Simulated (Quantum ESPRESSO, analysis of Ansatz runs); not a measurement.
## SnO2 (P4_2/mnm), nudged elastic band: V_O hop (2.9 Å) (q = 0) (Quantum ESPRESSO)

How high is the barrier when O changes place in SnO2 (P4_2/mnm)? The case: V_O hop (2.9 Å), charge 0, in a cell of 72 host atoms with 1 O taken out.

Program: Quantum ESPRESSO 7.5. Level of theory: Quantum ESPRESSO plane-wave DFT, PBEsol, GBRV 1.5 PBEsol potentials; nudged elastic band between two relaxed defect structures. Results are calculated unless marked as measured.

### 1. Starting point

The cell holds 71 atoms: 24 Sn and 47 O. Cell: a = 9.507 Å, b = 9.507 Å, c = 9.626 Å, α = 90.0°, β = 90.0°, γ = 90.0°. It derives from SnO2 (space group P4_2/mnm). Nearest the centre at fractional (0.375, 0.472, 0.417): Sn61 at 1.43 Å, O12 at 1.45 Å, O44 at 2.38 Å, Sn7 at 2.57 Å, Sn67 at 2.68 Å, O22 at 2.69 Å, O18 at 2.71 Å, O9 at 2.83 Å.

The cell's shortest repeat is 9.5 Å.

### 2. Relaxation of the start point, charge 0

A barrier is counted from a minimum, so both ends are relaxed first. Small random displacements break the symmetry of the ideal sites, so that the defect can distort if it gains by it.

pw.in reads:

```
&CONTROL
  calculation = 'relax'
  prefix = 'pwscf'
  outdir = './tmp'
  pseudo_dir = './pseudo'
  tprnfor = .true.
  disk_io = 'low'
  nstep = 70
  forc_conv_thr = 0.0012
  etot_conv_thr = 0.0001
/
&SYSTEM
  ibrav = 0
  nat = 71
  ntyp = 2
  ecutwfc = 36
  ecutrho = 288
  nbnd = 313
  occupations = 'fixed'
  nosym = .true.
/
&ELECTRONS
  conv_thr = 7d-08
  electron_maxstep = 100
  mixing_beta = 0.5
/
&IONS
  ion_dynamics = 'bfgs'
/
ATOMIC_SPECIES
Sn   118.7100 sn_pbesol_v1.4.uspp.F.UPF
O     15.9990 o_pbesol_v1.2.uspp.F.UPF
CELL_PARAMETERS angstrom
   9.5066964961    0.0000000000    0.0000000000
   0.0000000000    9.5066964961    0.0000000000
   0.0000000000    0.0000000000    9.6255699527
ATOMIC_POSITIONS crystal
Sn     0.2500095741    0.2523250888    0.1645594446
Sn     0.0000000000    0.0000000000    0.0000000000
O      0.0970693365    0.4060230700    0.1655931525
O      0.4030634784    0.0969365216    0.1666666667
O      0.1530634784    0.1530634784    0.0000000000
O      0.3469365216    0.3469365216    0.0000000000
Sn     0.2479623644    0.2486179379    0.4980504973
Sn     0.0000000000    0.0000000000    0.3333333333
O      0.0971321490    0.4028301861    0.4968978411
O      0.3999872991    0.0966595593    0.5006390545
O      0.1504924021    0.1522607129    0.3317094401
O      0.3452997592    0.3490833552    0.3317193879
Sn     0.2500000000    0.2500000000    0.8333333333
Sn     0.0000000000    0.0000000000    0.6666666667
O      0.0969365216    0.4030634784    0.8333333333
O      0.4030634784    0.0969365216    0.8333333333
O      0.1530634784    0.1530634784    0.6666666667
O      0.3440970147    0.3471129506    0.6680152084
Sn     0.2491628700    0.7530282777    0.1663753469
Sn     0.0000000000    0.5000000000    0.0000000000
O      0.0969365216    0.9030634784    0.1666666667
O      0.4002582047    0.5955676646    0.1662087920
O      0.1530634784    0.6530634784    0.0000000000
O      0.3469365216    0.8469365216    0.0000000000
Sn     0.2489118111    0.7497714304    0.5029168066
Sn     0.0025671090    0.4987815669    0.3319778297
O      0.0969365216    0.9030634784    0.5000000000
O      0.1510701279    0.6553778642    0.3325503892
O      0.3463862904    0.8438293576    0.3333015965
Sn     0.2500000000    0.7500000000    0.8333333333
Sn     0.0000000000    0.5000000000    0.6666666667
O      0.0969365216    0.9030634784    0.8333333333
O      0.4030634784    0.5969365216    0.8333333333
O      0.1502039815    0.6526357094    0.6654179446
O      0.3469365216    0.8469365216    0.6666666667
Sn     0.7500000000    0.2500000000    0.1666666667
Sn     0.5000000000    0.0000000000    0.0000000000
O      0.5983511654    0.4002508959    0.1664538788
O      0.9030634784    0.0969365216    0.1666666667
O      0.6530634784    0.1530634784    0.0000000000
O      0.8469365216    0.3469365216    0.0000000000
Sn     0.7500000000    0.2500000000    0.5000000000
Sn     0.5000000000    0.0000000000    0.3333333333
O      0.5986715551    0.4011249413    0.5017639964
O      0.9030634784    0.0969365216    0.5000000000
O      0.6530634784    0.1530634784    0.3333333333
O      0.8469365216    0.3469365216    0.3333333333
Sn     0.7500000000    0.2500000000    0.8333333333
Sn     0.5000000000    0.0000000000    0.6666666667
O      0.5969365216    0.4030634784    0.8333333333
O      0.9030634784    0.0969365216    0.8333333333
O      0.6530634784    0.1530634784    0.6666666667
O      0.8469365216    0.3469365216    0.6666666667
Sn     0.7500000000    0.7500000000    0.1666666667
Sn     0.5000000000    0.5000000000    0.0000000000
O      0.5969365216    0.9030634784    0.1666666667
O      0.9030634784    0.5969365216    0.1666666667
O      0.6530634784    0.6530634784    0.0000000000
O      0.8469365216    0.8469365216    0.0000000000
Sn     0.7500000000    0.7500000000    0.5000000000
Sn     0.4984897239    0.4982609778    0.3354638034
O      0.5969365216    0.9030634784    0.5000000000
O      0.9030634784    0.5969365216    0.5000000000
O      0.6520580902    0.6505981029    0.3350063362
O      0.8469365216    0.8469365216    0.3333333333
Sn     0.7500000000    0.7500000000    0.8333333333
Sn     0.4992861542    0.5023736066    0.6647376689
O      0.5969365216    0.9030634784    0.8333333333
O      0.9030634784    0.5969365216    0.8333333333
O      0.6505650279    0.6542720952    0.6651834654
O      0.8469365216    0.8469365216    0.6666666667
K_POINTS gamma
```

Command:

```
OMP_NUM_THREADS=1 mpirun -n 4 pw.x -in pw.in > pw.out
```

The log of the run:

```text
[shortened: banners, details of potentials and solvers, and blank lines are left out]
     gamma-point specific algorithms are used
     one sub-group per band group will be used
     scalapack distributed-memory algorithm (size of sub-group:  2*  2 procs)
     bravais-lattice index     =            0
     lattice parameter (alat)  =      17.9651  a.u.
     unit-cell volume          =    5870.5976 (a.u.)^3
     number of atoms/cell      =           71
     number of atomic types    =            2
     number of electrons       =       618.00
     number of Kohn-Sham states=          313
     kinetic-energy cutoff     =      36.0000  Ry
     charge density cutoff     =     288.0000  Ry
     scf convergence threshold =      7.0E-08
     mixing beta               =       0.5000
     number of iterations used =            8  plain     mixing
     energy convergence thresh.=      1.0E-04
     force convergence thresh. =      1.2E-03
     Exchange-correlation= SLA  PW   PSX  PSC
                           (   1   4  10   8   0   0   0)
     nstep                     =           70
     crystal axes: (cart. coord. in units of alat)
               a(1) = (   1.000000   0.000000   0.000000 )
               a(2) = (   0.000000   1.000000   0.000000 )
               a(3) = (   0.000000   0.000000   1.012504 )
     PseudoPot. # 1 for Sn read from file:
     sn_pbesol_v1.4.uspp.F.UPF
     Pseudo is Ultrasoft + core correction, Zval = 14.0
[...]
PseudoPot. # 2 for O  read from file:
     o_pbesol_v1.2.uspp.F.UPF
     Pseudo is Ultrasoft + core correction, Zval =  6.0
[...]
atomic species   valence    mass     pseudopotential
     Sn               14.00   118.71000     Sn( 1.00)
     O                 6.00    15.99900     O ( 1.00)
     No symmetry found
     site n.     atom                  positions (alat units)
         1        Sn     tau(   1) = (   0.2500096   0.2523251   0.1666171  )
         2        Sn     tau(   2) = (   0.0000000   0.0000000   0.0000000  )
         3        O      tau(   3) = (   0.0970693   0.4060231   0.1676638  )
         4        O      tau(   4) = (   0.4030635   0.0969365   0.1687507  )
         5        O      tau(   5) = (   0.1530635   0.1530635   0.0000000  )
         6        O      tau(   6) = (   0.3469365   0.3469365   0.0000000  )
         7        Sn     tau(   7) = (   0.2479624   0.2486179   0.5042782  )
         8        Sn     tau(   8) = (   0.0000000   0.0000000   0.3375014  )
[...]
number of k points=     1
                       cart. coord. in units 2pi/alat
        k(    1) = (   0.0000000   0.0000000   0.0000000), wk =   2.0000000
     Dense  grid:   242294 G-vectors     FFT dimensions: ( 100, 100, 100)
     Smooth grid:    85691 G-vectors     FFT dimensions: (  72,  72,  72)
     Check: negative core charge=   -0.000002
     starting charge     593.9989, renormalised to     618.0000
     Self-consistent Calculation
     iteration #  1     ecut=    36.00 Ry     beta= 0.50
     total energy              =   -5324.49902442 Ry
     estimated scf accuracy    <      19.12448289 Ry
     iteration #  2     ecut=    36.00 Ry     beta= 0.50
     total energy              =   -5329.99363273 Ry
     estimated scf accuracy    <       2.96319292 Ry
     iteration #  3     ecut=    36.00 Ry     beta= 0.50
     total energy              =   -5330.34572705 Ry
     estimated scf accuracy    <       0.20113106 Ry
[...]
estimated scf accuracy    <       0.00013192 Ry
     iteration # 10     ecut=    36.00 Ry     beta= 0.50
     total energy              =   -5330.38423100 Ry
     estimated scf accuracy    <       0.00001078 Ry
[... 113 further cycles ...]
     iteration #  7     ecut=    36.00 Ry     beta= 0.50
     total energy              =   -5330.42441595 Ry
     estimated scf accuracy    <          4.2E-09 Ry
     iteration #  8     ecut=    36.00 Ry     beta= 0.50
     End of self-consistent calculation
          k = 0.0000 0.0000 0.0000 ( 10712 PWs)   bands (ev):
   -11.9226 -11.8439 -11.8213 -11.7569 -11.7419 -11.7141 -11.6466 -11.6014
   -11.5991 -11.5879 -11.5568 -11.5540 -11.5355 -11.5116 -11.5099 -11.5002
   -11.4892 -11.4439 -11.4296 -11.4242 -11.4061 -11.3949 -11.3659 -11.3578
   -11.3274 -11.2870 -11.2790 -11.2254 -11.2126 -11.1469 -11.0628 -11.0614
   -11.0529 -11.0349 -11.0333 -11.0221 -11.0124 -10.9945 -10.9830 -10.9812
   -10.9312 -10.9190 -10.9110 -10.9037 -10.9023 -10.8797 -10.8719 -10.8572
   -10.8525 -10.8386 -10.8302 -10.8295 -10.8126 -10.8057 -10.7905 -10.7835
   -10.7819 -10.7693 -10.7661 -10.7617 -10.7591 -10.7403 -10.7319 -10.7278
[...]
13.3526
     highest occupied, lowest unoccupied level (ev):     9.7219   11.7365
!    total energy              =   -5330.42441595 Ry
     estimated scf accuracy    <          6.5E-10 Ry
     The total energy is the sum of the following terms:
     one-electron contribution =   -1632.91435189 Ry
     hartree contribution      =    1293.59805093 Ry
     xc contribution           =   -1366.94873240 Ry
     ewald contribution        =   -3624.15938260 Ry
     convergence has been achieved in   8 iterations
     Forces acting on atoms (cartesian axes, Ry/au):
     atom    1 type  1   force =     0.00025290    0.00044573   -0.00002801
     atom    2 type  1   force =    -0.00058371    0.00048778    0.00034606
     atom    3 type  2   force =    -0.00021003    0.00001297    0.00053771
     atom    4 type  2   force =    -0.00013596   -0.00035143    0.00031202
     atom    5 type  2   force =     0.00100144   -0.00006450   -0.00009086
     atom    6 type  2   force =    -0.00046389   -0.00035378    0.00002281
     atom    7 type  1   force =    -0.00157328   -0.00067248   -0.00006311
     atom    8 type  1   force =     0.00044601   -0.00069958   -0.00011649
[...]
Total force =     0.005815     Total SCF correction =     0.000104
     Energy error            =      7.9E-05 Ry
     Gradient error          =      1.6E-03 Ry/Bohr
     number of scf cycles    =  14
     number of bfgs steps    =  13
     energy             old  =   -5330.4243370329 Ry
     energy             new  =   -5330.4244159516 Ry
     CASE: energy            _new < energy            _old
     new trust radius        =       0.0064549484 bohr
     new conv_thr            =       0.0000000007 Ry
ATOMIC_POSITIONS (crystal)
Sn               0.2487134892        0.2504473451        0.1662472802
Sn               0.0035209318       -0.0039291051       -0.0001486965
O                0.0964610472        0.4035497598        0.1663748157
O                0.4007693566        0.0964211311        0.1681355908
O                0.1527995120        0.1517487716       -0.0001059096
O                0.3471756116        0.3467704334       -0.0001257389
Sn               0.2480770429        0.2484422577        0.4998948739
Sn              -0.0037314432        0.0034588160        0.3318114608
[...]
Check: negative core charge=   -0.000002
     Self-consistent Calculation
     iteration #  1     ecut=    36.00 Ry     beta= 0.50
     total energy              =   -5330.42446012 Ry
     estimated scf accuracy    <       0.00003116 Ry
     iteration #  2     ecut=    36.00 Ry     beta= 0.50
     total energy              =   -5330.42446341 Ry
     estimated scf accuracy    <       0.00000453 Ry
     iteration #  3     ecut=    36.00 Ry     beta= 0.50
     total energy              =   -5330.42446432 Ry
     estimated scf accuracy    <       0.00000110 Ry
[...]
estimated scf accuracy    <       0.00000005 Ry
     iteration #  6     ecut=    36.00 Ry     beta= 0.50
     total energy              =   -5330.42446463 Ry
     estimated scf accuracy    <          4.6E-09 Ry
     iteration #  7     ecut=    36.00 Ry     beta= 0.50
     total energy              =   -5330.42446464 Ry
     estimated scf accuracy    <          1.3E-09 Ry
     iteration #  8     ecut=    36.00 Ry     beta= 0.50
     End of self-consistent calculation
          k = 0.0000 0.0000 0.0000 ( 10712 PWs)   bands (ev):
   -11.9229 -11.8447 -11.8213 -11.7569 -11.7409 -11.7143 -11.6463 -11.6013
   -11.5985 -11.5880 -11.5565 -11.5532 -11.5352 -11.5117 -11.5105 -11.5011
   -11.4902 -11.4436 -11.4289 -11.4240 -11.4062 -11.3953 -11.3659 -11.3568
   -11.3269 -11.2874 -11.2786 -11.2251 -11.2123 -11.1467 -11.0637 -11.0616
   -11.0532 -11.0354 -11.0334 -11.0223 -11.0125 -10.9948 -10.9831 -10.9812
   -10.9311 -10.9190 -10.9105 -10.9040 -10.9023 -10.8797 -10.8717 -10.8573
   -10.8524 -10.8385 -10.8297 -10.8296 -10.8127 -10.8059 -10.7901 -10.7838
   -10.7827 -10.7689 -10.7658 -10.7614 -10.7587 -10.7400 -10.7314 -10.7275
[...]
13.3527
     highest occupied, lowest unoccupied level (ev):     9.7225   11.7371
!    total energy              =   -5330.42446464 Ry
     estimated scf accuracy    <          1.5E-10 Ry
     The total energy is the sum of the following terms:
     one-electron contribution =   -1632.90324427 Ry
     hartree contribution      =    1293.59324257 Ry
     xc contribution           =   -1366.94833814 Ry
     ewald contribution        =   -3624.16612479 Ry
     convergence has been achieved in   8 iterations
     Forces acting on atoms (cartesian axes, Ry/au):
     atom    1 type  1   force =    -0.00004398    0.00000038   -0.00008371
     atom    2 type  1   force =    -0.00032356    0.00061440    0.00005504
     atom    3 type  2   force =    -0.00007069   -0.00014535    0.00022984
     atom    4 type  2   force =    -0.00017971   -0.00011743    0.00057638
     atom    5 type  2   force =     0.00082424    0.00006086    0.00004889
     atom    6 type  2   force =     0.00010830    0.00014465    0.00005977
     atom    7 type  1   force =    -0.00100197   -0.00027879    0.00003581
     atom    8 type  1   force =     0.00015714   -0.00037377    0.00012278
[...]
Total force =     0.004535     Total SCF correction =     0.000059
     Energy error            =      4.9E-05 Ry
     Gradient error          =      1.0E-03 Ry/Bohr
     bfgs converged in  15 scf cycles and  14 bfgs steps
     (criteria: energy <  1.0E-04 Ry, force <  1.2E-03 Ry/Bohr)
     End of BFGS Geometry Optimization
     Final energy             =   -5330.4244646369 Ry
Begin final coordinates
ATOMIC_POSITIONS (crystal)
Sn               0.2487134892        0.2504473451        0.1662472802
Sn               0.0035209318       -0.0039291051       -0.0001486965
O                0.0964610472        0.4035497598        0.1663748157
O                0.4007693566        0.0964211311        0.1681355908
O                0.1527995120        0.1517487716       -0.0001059096
O                0.3471756116        0.3467704334       -0.0001257389
Sn               0.2480770429        0.2484422577        0.4998948739
Sn              -0.0037314432        0.0034588160        0.3318114608
[...]
End final coordinates
   JOB DONE.
```

The job ended after 14 min (4 MPI ranks of Arm Neoverse V1, shared host; peak memory 1.6 GiB; 55 min of CPU time).

The steps of the relaxation:

| step | energy less that of the first step (eV) |
| --- | --- |
| 0 | 0.0000 |
| 1 | -0.2580 |
| 2 | -0.3748 |
| 3 | -0.4222 |
| 4 | -0.4648 |
| 5 | -0.4967 |
| 6 | -0.5115 |
| 7 | -0.5259 |
| 8 | -0.5337 |
| 9 | -0.5380 |
| 10 | -0.5415 |
| 11 | -0.5438 |
| 12 | -0.5456 |
| 13 | -0.5467 |
| 14 | -0.5473 |

The atoms that moved most (Å):

| atom | dx | dy | dz | length |
| --- | --- | --- | --- | --- |
| Sn25 | -0.095 | 0.105 | -0.029 | 0.145 |
| Sn67 | 0.066 | -0.085 | 0.096 | 0.144 |
| O28 | 0.096 | -0.088 | 0.045 | 0.138 |
| Sn61 | 0.074 | -0.046 | -0.101 | 0.133 |
| O34 | 0.104 | -0.063 | -0.028 | 0.125 |
| O35 | 0.066 | -0.082 | -0.040 | 0.113 |
| O29 | 0.072 | -0.054 | 0.038 | 0.098 |
| O44 | -0.066 | 0.067 | -0.019 | 0.096 |

Neighbours of O12 at the end:

| atom | distance (Å) |
| --- | --- |
| Sn61 | 2.042 |
| Sn7 | 2.075 |
| Sn1 | 2.109 |
| O11 | 2.634 |
| O44 | 2.879 |
| O22 | 2.882 |
| O9 | 2.889 |
| O3 | 2.908 |
| O10 | 2.958 |

Read from the output:

| Quantity | Value |
| --- | --- |
| highest filled level | 9.723 eV |
| lowest empty level | 11.74 eV |
| r.m.s. move of the farther half of the atoms | 0.02717 Å |
| largest move from the ideal geometry of this structure, a common shift of the far atoms taken out | 0.1461 Å |

The relaxation gained 0.547 eV and ended with a largest force component of 0.026 eV/Å.

(Part 1 of 3 ends here.)

[Logs are printed without paths, hosts, clocks, repeated set-up lines and the standing remarks that a program may print on its own settings, such as how far it seeks lower states.]

[Hosts, paths, dates, database ids (printed as entryN), source tags and the programs' standing remarks are cut or masked in the printed files.]
